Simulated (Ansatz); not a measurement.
## Stationary points along a deformation path in AlN

These are results of Ansatz 0.2.0, DFT r2SCAN, scalar-relativistic, plane waves, PAW, not measurements. Settings: plane waves to 500 eV, k-mesh 12×12×6 (Γ-centred), Gaussian smearing 0.05 eV. No spin polarisation. Energies are free energies at this smearing, counted from the undisturbed cell; pressure is positive in compression.

The undisturbed cell (relaxed at this level):

```
CELL_PARAMETERS angstrom
3.10667 0.00000 0.00000
-1.55333 2.69045 0.00000
0.00000 0.00000 4.97840
ATOMIC_POSITIONS crystal
Al 0.33333 0.66667 0.00169
Al 0.66667 0.33333 0.50169
N 0.33333 0.66667 0.38331
N 0.66667 0.33333 0.88331
```

At fixed volume and fractional coordinates, lengths along (0.000, 0.000, 1.000) are scaled against those across it; ρ is that ratio over its starting value. V = 10.403 Å³/atom. Δσ is the stress along the axis less the mean stress across it (compression positive).

```
    ρ  ΔE (meV/atom)  Δσ (GPa) space group
0.800          484.7    104.43       P6_3mc
0.850          251.8     73.51       P6_3mc
0.920           64.6     36.27       P6_3mc
0.960           15.3     17.40       P6_3mc
1.000            0.0      0.00       P6_3mc
1.050           21.2    -19.97       P6_3mc
1.100           79.9    -38.19       P6_3mc
1.200          284.8    -70.15       P6_3mc
1.300          575.2    -97.05       P6_3mc
```

**Question.** How does the stress give the slope of the energy, and where is the energy stationary?

**Answer.** Along the path d ln(length) is 2/3 d ln ρ on the axis and −1/3 d ln ρ across it, so dE/d ln ρ = −(2/3) V Δσ: the energy falls with ρ where Δσ is positive. Δσ vanishes or changes sign at ρ = 1.000 (P6_3mc), a minimum at 0.0 meV/atom. Pairs of stationary points between two samples would go unseen, and could change a minimum read from distant neighbours into a maximum.

**Question.** Integrate that slope from ρ = 1 to 1.200 by the trapezoid rule.

**Answer.** With V/N in Å³ and 1 eV/Å³ = 160.2 GPa the slopes at ρ = 1.000, 1.050, 1.100, 1.200 are 0, 864, 1653, 3037 meV/atom per unit of ln ρ. The steps add 21.1 + 58.6 + 204.0 = 283.7 meV/atom, against 284.8 from the energies; the trapezoid rule misses the curvature of the slope within each step.

Forces appear on the atoms along this scan, and letting them relax would lower the energy and soften the response.

Cost: 9 runs of about 1.2 core-minutes in all, on Intel Xeon Platinum 8375C (Ice Lake) (shared hosts).